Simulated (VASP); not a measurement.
# CaO (Fm-3m) in VASP: settings compared

The runs below take CaO through single point, with HSE(alpha, omega).

Everything below comes from runs of VASP 6.6.1. Logs are shortened: lines on timing, memory, paths and dates and some standing lists are left out, and cuts for length are marked.

### 1 The crystal as given

It takes space group Fm-3m (No. 225, cubic). Conventional cell: a = 4.807 Å, b = 4.807 Å, c = 4.807 Å, α = 90.00°, β = 90.00°, γ = 90.00°. Around Ca (site symmetry m-3m) lie 6 O at 2.40 Å. O (site symmetry m-3m) has 6 Ca at 2.40 Å as nearest neighbours.

The cell is a database's computed one.

### 2 Single point, HSE(alpha, omega)

POSCAR reads:

```
CaO
1.0
    0.0000000000      2.4035556960      2.4035556960
    2.4035556960      0.0000000000      2.4035556960
    2.4035556960      2.4035556960      0.0000000000
Ca O
1 1
Direct
    0.0000000000      0.0000000000      0.0000000000
    0.5000000000      0.5000000000      0.5000000000
```

INCAR.step1 reads:

```
SYSTEM = CaO
PREC = Accurate
ENCUT = 520
EDIFF = 1E-5
ISMEAR = -1
SIGMA = 0.05
LREAL = .False.
LASPH = .True.
NELM = 80
ALGO = Normal
ISIF = 2
LWAVE = .True.
LCHARG = .False.
GGA = PE
```

INCAR.step2 reads:

```
SYSTEM = CaO
PREC = Accurate
ENCUT = 520
EDIFF = 1E-7
ISMEAR = -1
SIGMA = 0.05
LREAL = .False.
LASPH = .True.
NELM = 80
ALGO = Normal
ISIF = 2
LWAVE = .False.
LCHARG = .False.
GGA = PE
LHFCALC = .True.
HFSCREEN = 0.2
AEXX = 0.1
PRECFOCK = Fast
ISTART = 1
```

KPOINTS reads:

```
Automatic mesh
0
Gamma
  5 5 5
  0 0 0
```

Potentials or basis: VASP PAW PBE potentials, release 64 (Ca_sv, O).

Run with:

```
$ cat potpaw_PBE.64/Ca_sv/POTCAR potpaw_PBE.64/O/POTCAR > POTCAR
$ cp INCAR.step1 INCAR
$ mpirun -np 1 vasp_std > vasp.out
$ cp INCAR.step2 INCAR
$ mpirun -np 1 vasp_std > vasp.out
```

OUTCAR:

```text
SYSTEM = CaO
   PREC = Accurate
   ENCUT = 520
   EDIFF = 1E-7
   ISMEAR = -1
   LREAL = .False.
   LASPH = .True.
   NELM = 80
   ISIF = 2
   GGA = PE
   LHFCALC = .True.
   HFSCREEN = 0.2
   AEXX = 0.1
   PRECFOCK = Fast
   ISTART = 1

 ion  position               nearest neighbor table
   1  0.000  0.000  0.000-   2 2.40   2 2.40   2 2.40   2 2.40   2 2.40   2 2.40
   2  0.500  0.500  0.500-   1 2.40   1 2.40   1 2.40   1 2.40   1 2.40   1 2.40

  LATTYP: Found a face centered cubic cell.
 ALAT       =     4.8071113920

  Lattice vectors:

 A1 = (   0.0000000000,   2.4035556960,   2.4035556960)
 A2 = (   2.4035556960,   0.0000000000,   2.4035556960)
 A3 = (   2.4035556960,   2.4035556960,   0.0000000000)

Analysis of symmetry for initial positions (statically):
=====================================================================
 Subroutine PRICEL returns:
 Original cell was already a primitive cell.

 Routine SETGRP: Setting up the symmetry group for a
 face centered cubic supercell.

 Subroutine GETGRP returns: Found 48 space group operations
 (whereof 48 operations were pure point group operations)
 out of a pool of 48 trial point group operations.

The static configuration has the point symmetry O_h .

Analysis of symmetry for dynamics (positions and initial velocities):
=====================================================================
 Subroutine PRICEL returns:
 Original cell was already a primitive cell.

 Routine SETGRP: Setting up the symmetry group for a
 face centered cubic supercell.

 Subroutine GETGRP returns: Found 48 space group operations
 (whereof 48 operations were pure point group operations)
 out of a pool of 48 trial point group operations.

The dynamic configuration has the point symmetry O_h .

 Subroutine INISYM returns: Found 48 space group operations
 (whereof 48 operations are pure point group operations),
 and found     1 'primitive' translations

----------------------------------------------------------------------------------------

                                     Primitive cell

  volume of cell :      27.7711

  direct lattice vectors                    reciprocal lattice vectors
     0.000000000  2.403555696  2.403555696    -0.208025136  0.208025136  0.208025136
     2.403555696  0.000000000  2.403555696     0.208025136 -0.208025136  0.208025136
     2.403555696  2.403555696  0.000000000     0.208025136  0.208025136 -0.208025136

  length of vectors
     3.399141063  3.399141063  3.399141063     0.360310104  0.360310104  0.360310104

  position of ions in fractional coordinates (direct lattice)
     0.000000000  0.000000000  0.000000000
     0.500000000  0.500000000  0.500000000

  ion indices of the primitive-cell ions
   primitive index   ion index
                 1           1
                 2           2

----------------------------------------------------------------------------------------

 KPOINTS: Automatic mesh

Automatic generation of k-mesh.
 Grid dimensions read from file:
 generate k-points for:    5    5    5

 Generating k-lattice:

  Cartesian coordinates                     Fractional coordinates (reciprocal lattice)
    -0.041605027  0.041605027  0.041605027     0.200000000  0.000000000  0.000000000
     0.041605027 -0.041605027  0.041605027     0.000000000  0.200000000  0.000000000
     0.041605027  0.041605027 -0.041605027     0.000000000  0.000000000  0.200000000

  Length of vectors
     0.072062021  0.072062021  0.072062021

  Shift w.r.t. Gamma in fractional coordinates (k-lattice)
     0.000000000  0.000000000  0.000000000

 Subroutine IBZKPT returns following result:
 ===========================================

 Found     10 irreducible k-points:

 Following reciprocal coordinates:
            Coordinates               Weight
  0.000000  0.000000  0.000000      1.000000
  0.200000  0.000000  0.000000      8.000000
  0.400000  0.000000  0.000000      8.000000
  0.200000  0.200000  0.000000      6.000000
  0.400000  0.200000  0.000000     24.000000
 -0.400000  0.200000  0.000000     24.000000
 -0.200000  0.200000  0.000000     12.000000
  0.400000  0.400000  0.000000      6.000000
 -0.400000  0.400000  0.000000     12.000000
 -0.400000  0.400000  0.200000     24.000000
   k-points           NKPTS =     10   k-points in BZ     NKDIM =    125   number of bands    NBANDS=     12
   number of dos      NEDOS =    301   number of ions     NIONS =      2
   total plane-waves  NPLWV =  21952
   dimension x,y,z NGX =    28 NGY =   28 NGZ =   28
   dimension x,y,z NGXF=    56 NGYF=   56 NGZF=   56
   ions per type =               1   1
   NGX,Y,Z   is equivalent  to a cutoff of  13.69, 13.69, 13.69 a.u.
   NGXF,Y,Z  is equivalent  to a cutoff of  27.39, 27.39, 27.39 a.u.
 SYSTEM =  CaO
   PREC   = accura    normal or accurate (medium, high low for compatibility)
   ISTART =      1    job   : 0-new  1-cont  2-samecut
   ICHARG =      0    charge: 1-file 2-atom 10-const
   ISPIN  =      1    spin polarized calculation?
   LNONCOLLINEAR =      F non collinear calculations
   LSORBIT =      F    spin-orbit coupling
   LASPH  =      T    aspherical Exc in radial PAW
   ENCUT  =  520.0 eV  38.22 Ry    6.18 a.u.   6.32  6.32  6.32*2*pi/ulx,y,z
   NELM   =     80;   NELMIN=  2; NELMDL=  0     # of ELM steps
   EDIFF  = 0.1E-06   stopping-criterion for ELM
   LREAL  =      F    real-space projection
   EDIFFG = 0.1E-05   stopping-criterion for IOM
   NSW    =      0    number of steps for IOM
   IBRION =     -1    ionic relax: 0-MD 1-quasi-New 2-CG
   NFREE  =      0    steps in history (QN), initial steepest desc. (CG)
   ISIF   =      2    stress and relaxation
   ISYM   =      3    0-nonsym 1-usesym 2-fastsym
   POTIM  = 0.5000    time-step for ionic-motion
   TEBEG  =    0.0;   TEEND  =   0.0 temperature during run
   PSTRESS=    0.0 pullay stress
   NELECT =      16.0000    total number of electrons
   NUPDOWN=      -1.0000    fix difference up-down
   EMIN   =  10.00;   EMAX   =-10.00  energy-range for DOS
   EFERMI =   0.00;   METHOD = LEGACY
   ISMEAR =    -1;   SIGMA  =   0.05  broadening in eV -4-tet -1-fermi 0-gaus
   EFERMI_NEDOS =   21; number of points for ismear=-14 and -15
   IALGO  =     38    algorithm
   IMIX   =      1    mixing-type and parameters
     AMIX     =   0.40;   BMIX     =  1.00
     AMIX_MAG =   1.60;   BMIX_MAG =  1.00
  volume/ion in A,a.u.               =      13.89        93.70
  Fermi-wavevector in a.u.,A,eV,Ry     =   1.362231  2.574243 25.247954  1.855672
  Thomas-Fermi vector in A             =   2.488738
   LORBIT       =      0    0 simple, 1 ext, 2 COOP (PROOUT), +10 PAW based schemes
   GGA     = PE    functional components
   LHFCALC =     T    Hartree Fock is set to
   PRECFOCK=fast      Normal, Fast or Accurate (Low or Medium for compatibility)
   ENCUT4O =  -1.0   cutoff for four orbital integrals eV
   NKREDX  =     1    reduce k-point grid by
   NKREDY  =     1    reduce k-point grid by
   NKREDZ  =     1    reduce k-point grid by
   AEXX    =    0.1000 exact exchange contribution
   HFSCREEN=    0.2000 screening length (either q_TF or 0.3 A-1)
   HFSCREENC=   0.2000 screening length for correlation (either q_TF or 0.3 A-1)
   ENCUTFOCK=  -1.0 apply spherical cutoff to Coloumb kernel
   IVDW    =     0    specifies the selected vdW correction
   LEPSILON=     F    determine dielectric tensor
   LRPA    =     F    only Hartree local field effects (RPA)
 non-spin polarized calculation
  energy-cutoff  :      520.00
  volume of cell :       27.77
 maximum number of plane-waves:       763
 NGX is ok and might be reduce to    28
  NGX = 16; NGY = 16; NGZ = 16

 number of electron      15.9999997 magnetization

 Free energy of the ion-electron system (eV)
  ---------------------------------------------------
  ext. energy  EPLUGINS =         0.00000000
  ---------------------------------------------------
  free energy    TOTEN  =       -13.62404098 eV

  energy without entropy =      -13.62404098  energy(sigma->0) =      -13.62404098

 E-fermi :   2.9555     XC(G=0):  -9.7234

 val. band max:        1.9323068049   @ k =   0.0000   0.0000   0.0000
 cond. band min:       6.4152238359   @ k =   0.4000   0.4000   0.0000
 fundamental gap:      4.4829170310
 Fermi energy:         2.9555433157

 k-point     1 :       0.0000    0.0000    0.0000
  band No.  band energies     occupation
      1     -36.7491      2.00000
      2     -16.9227      2.00000
      3     -16.9227      2.00000
      4     -16.9227      2.00000
      5     -14.2093      2.00000
      6       1.9323      2.00000
      7       1.9323      2.00000
      8       1.9323      2.00000
      9       7.2383      0.00000
     10       8.9373      0.00000
     11       8.9373      0.00000
     12       8.9373      0.00000

 k-point     2 :       0.2000    0.0000    0.0000
  band No.  band energies     occupation
      1     -36.7133      2.00000
      2     -17.4173      2.00000
      3     -16.9410      2.00000
      4     -16.9410      2.00000
      5     -13.6843      2.00000
      6       0.7794      2.00000
      7       1.4526      2.00000
      8       1.4526      2.00000
      9       8.7027      0.00000
     10       8.9720      0.00000
     11       9.6083      0.00000
     12       9.6083      0.00000

 k-point     3 :       0.4000    0.0000    0.0000
  band No.  band energies     occupation
      1     -36.6549      2.00000
      2     -18.0127      2.00000
      3     -16.9702      2.00000
      4     -16.9702      2.00000
      5     -13.0324      2.00000
      6      -0.5823      2.00000
      7       0.8031      2.00000
      8       0.8031      2.00000
      9       9.5168      0.00000
     10      10.8148      0.00000
     11      10.9158      0.00000
     12      10.9158      0.00000
[... 76 lines left out ...]
 k-point     9 :      -0.4000    0.4000    0.0000
  band No.  band energies     occupation
      1     -36.6145      2.00000
      2     -17.4671      2.00000
      3     -17.4125      2.00000
      4     -17.1123      2.00000
      5     -13.6766      2.00000
      6       0.6323      2.00000
      7       0.8278      2.00000
      8       1.2448      2.00000
      9       7.2749      0.00000
     10      11.1448      0.00000
     11      11.2322      0.00000
     12      12.0833      0.00000

 k-point    10 :      -0.4000    0.4000    0.2000
  band No.  band energies     occupation
      1     -36.6212      2.00000
      2     -17.6244      2.00000
      3     -17.2619      2.00000
      4     -17.1554      2.00000
      5     -13.4698      2.00000
      6       0.2772      2.00000
      7       0.8581      2.00000
      8       1.0071      2.00000
      9       8.2955      0.00000
     10       9.9471      0.00000
     11      11.2684      0.00000
     12      12.0640      0.00000

------------------------ aborting loop because EDIFF is reached ----------------------------------------

  FORCE on cell =-STRESS in cart. coord.  units (eV):
  Direction    XX          YY          ZZ          XY          YZ          ZX
  --------------------------------------------------------------------------------------
  -------------------------------------------------------------------------------------
  Total        0.2345122      0.2345122      0.2345122      0.0000000      0.0000000     -0.0000000
  in kB       13.5295531     13.5295531     13.5295531      0.0000000      0.0000000     -0.0000000
  external PRESSURE =      13.5295531 kB  Pullay stress =       0.0000000 kB

 VOLUME and BASIS-vectors are now :
 -----------------------------------------------------------------------------
  energy-cutoff  :      520.00
  volume of cell :       27.77
      direct lattice vectors                 reciprocal lattice vectors
     0.000000000  2.403555696  2.403555696    -0.208025136  0.208025136  0.208025136
     2.403555696  0.000000000  2.403555696     0.208025136 -0.208025136  0.208025136
     2.403555696  2.403555696  0.000000000     0.208025136  0.208025136 -0.208025136

 POSITION                                       TOTAL-FORCE (eV/Angst)
 -----------------------------------------------------------------------------------
      0.00000      0.00000      0.00000         0.000000     -0.000000      0.000000
      2.40356      2.40356      2.40356        -0.000000      0.000000     -0.000000
 -----------------------------------------------------------------------------------
    total drift:                               -0.000000     -0.000000     -0.000000

  FREE ENERGIE OF THE ION-ELECTRON SYSTEM (eV)
  ---------------------------------------------------
  free  energy   TOTEN  =       -13.6240409796 eV

  energy  without entropy=      -13.6240409795  energy(sigma->0) =      -13.62404098
```

Run time: 2.5 min. Hardware: 1 thread of Intel Xeon 6975P-C (Granite Rapids), shared host; peak memory 0.25 GiB.

What came out:

```
Free energy            : -13.6240 eV
Pressure               : 1.4 GPa
Band gap on the k mesh : 4.48 eV, indirect (least direct gap 4.88 eV)
```

Levels at points of the mesh, in eV from the valence-band top:
```
           k point  band 4  band 5  band 6  band 7  band 8  band 9  band 10  band 11  band 12
(0.00, 0.00, 0.00)  -18.86  -16.14    0.00    0.00    0.00    5.31     7.01     7.01     7.01
```

Caveat: the k mesh is coarse (spacing up to 0.45 Å⁻¹), so the values aren't converged, least of all with exact exchange; the PAW data sets were made with another functional, which shifts forces and pressure a little; an odd mesh through Γ misses points on the zone boundary, where band edges often lie.

### 3 Single point, HSE(alpha, omega)

POSCAR is that of step 2.

INCAR.step1 is that of step 2.

Changes to INCAR.step2 since step 2:

```diff
@@ -16,3 +16,3 @@
 HFSCREEN = 0.2
-AEXX = 0.1
+AEXX = 0.15
 PRECFOCK = Fast
```

KPOINTS is that of step 2.

Potentials or basis: VASP PAW PBE potentials, release 64 (Ca_sv, O).

Run with:

```
$ cat potpaw_PBE.64/Ca_sv/POTCAR potpaw_PBE.64/O/POTCAR > POTCAR
$ cp INCAR.step1 INCAR
$ mpirun -np 1 vasp_std > vasp.out
$ cp INCAR.step2 INCAR
$ mpirun -np 1 vasp_std > vasp.out
```

It took 2.9 min on 1 thread of Intel Xeon 6975P-C (Granite Rapids), shared host; peak memory 0.26 GiB.

It converged, with:

```yaml
Free_energy: -14.0440 eV
Pressure: 0.9 GPa
Band_gap_on_the_k_mesh: 4.82 eV, indirect (least direct gap 5.22 eV)
```

Levels at points of the mesh, in eV from the valence-band top:
| k point | band 4 | band 5 | band 6 | band 7 | band 8 | band 9 | band 10 | band 11 | band 12 |
| --- | --- | --- | --- | --- | --- | --- | --- | --- | --- |
| (0.00, 0.00, 0.00) | -19.07 | -16.44 | 0.00 | 0.00 | 0.00 | 5.61 | 7.40 | 7.40 | 7.40 |

Caveat: the k mesh is coarse (spacing up to 0.45 Å⁻¹), so the values aren't converged, least of all with exact exchange; the PAW data sets were made with another functional, which shifts forces and pressure a little; an odd mesh through Γ misses points on the zone boundary, where band edges often lie.

### 4 Single point, HSE(alpha, omega)

POSCAR is that of step 3.

INCAR.step1 is that of step 3.

Changes to INCAR.step2 since step 3:

```diff
@@ -16,3 +16,3 @@
 HFSCREEN = 0.2
-AEXX = 0.15
+AEXX = 0.2
 PRECFOCK = Fast
```

KPOINTS is that of step 3.

Run with:

```
$ cat potpaw_PBE.64/Ca_sv/POTCAR potpaw_PBE.64/O/POTCAR > POTCAR
$ cp INCAR.step1 INCAR
$ mpirun -np 1 vasp_std > vasp.out
$ cp INCAR.step2 INCAR
$ mpirun -np 1 vasp_std > vasp.out
```

Wall time 3.2 min (1 thread of Intel Xeon 6975P-C (Granite Rapids), shared host); peak memory 0.25 GiB.

Results (log left out):

```
Free energy            : -14.4691 eV
Pressure               : 0.5 GPa
Band gap on the k mesh : 5.17 eV, indirect (least direct gap 5.58 eV)
```

Levels at points of the mesh, in eV from the valence-band top:
```
           k point  band 5  band 6  band 7  band 8  band 9  band 10  band 11  band 12
(0.00, 0.00, 0.00)  -16.74    0.00    0.00    0.00    5.92     7.81     7.81     7.81
```

Caveat: the k mesh is coarse (spacing up to 0.45 Å⁻¹), so the values aren't converged, least of all with exact exchange; the PAW data sets were made with another functional, which shifts forces and pressure a little; an odd mesh through Γ misses points on the zone boundary, where band edges often lie.

### 5 Single point, HSE(alpha, omega)

POSCAR is that of step 4.

INCAR.step1 is that of step 4.

Changes to INCAR.step2 since step 4:

```diff
@@ -16,3 +16,3 @@
 HFSCREEN = 0.2
-AEXX = 0.2
+AEXX = 0.25
 PRECFOCK = Fast
```

KPOINTS is that of step 4.

Run with:

```
$ cat potpaw_PBE.64/Ca_sv/POTCAR potpaw_PBE.64/O/POTCAR > POTCAR
$ cp INCAR.step1 INCAR
$ mpirun -np 1 vasp_std > vasp.out
$ cp INCAR.step2 INCAR
$ mpirun -np 1 vasp_std > vasp.out
```

It took 2.8 min on 1 thread of Intel Xeon 6975P-C (Granite Rapids), shared host; peak memory 0.26 GiB.

Results (log left out):

```
Free energy            : -14.8992 eV
Pressure               : 0.1 GPa
Band gap on the k mesh : 5.52 eV, indirect (least direct gap 5.94 eV)
```

Levels at points of the mesh, in eV from the valence-band top:
| k point | band 5 | band 6 | band 7 | band 8 | band 9 | band 10 | band 11 | band 12 |
| --- | --- | --- | --- | --- | --- | --- | --- | --- |
| (0.00, 0.00, 0.00) | -17.04 | 0.00 | 0.00 | 0.00 | 6.24 | 8.21 | 8.21 | 8.21 |

Caveat: the k mesh is coarse (spacing up to 0.45 Å⁻¹), so the values aren't converged, least of all with exact exchange; the PAW data sets were made with another functional, which shifts forces and pressure a little; an odd mesh through Γ misses points on the zone boundary, where band edges often lie.

(Continued in part 2 of 2.)
